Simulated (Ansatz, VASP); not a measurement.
Si5W2 in VASP and in Ansatz

```xyz
7
Lattice="3.2293 0.0000 0.0000 0.0000 3.2293 0.0000 0.0000 0.0000 21.9373" Properties=species:S:1:pos:R:3 pbc="T T T"
Si    0.0000    0.0000    4.0000
Si    0.0000    0.0000    6.6029
Si    1.6146    1.6146    7.8757
Si    1.6146    1.6146   10.4373
Si    1.6146    2.8256   12.3979
W     1.6146    1.6146    5.3015
W     0.0000    0.0000    9.1662
```

Alike in both runs: functional PBE; k mesh 8 × 8 × 1; occupations gaussian, width 0.1 eV; no spin polarisation.

Ansatz relaxed the structure, and its values are those at the end. VASP's run is a single point on that final structure, the one shown.

```csv
,VASP,Ansatz
version,VASP 6.6.1,Ansatz 0.2.0
potentials or method,"VASP PAW PBE potentials, release 64 (Si, W_sv)","scalar-relativistic, plane waves, PAW"
plane-wave cutoff (eV),520,420
valence electrons in the cell,48,48
```

VASP gave:

* gap on the k mesh at the Fermi level (eV): none
* rms of the force components (eV/Å): 0.233
* work function, face that differs most (eV): 4.58

Question: Which values does Ansatz return?

Answer: gap on the k mesh at the Fermi level (eV): none; rms of the force components (eV/Å): 0.234; work function, face that differs most (eV): 4.58.

A gap of «none» marks a metal or a gap that the smearing closes.

The runs have no spin-orbit coupling, so splittings on W are missing.
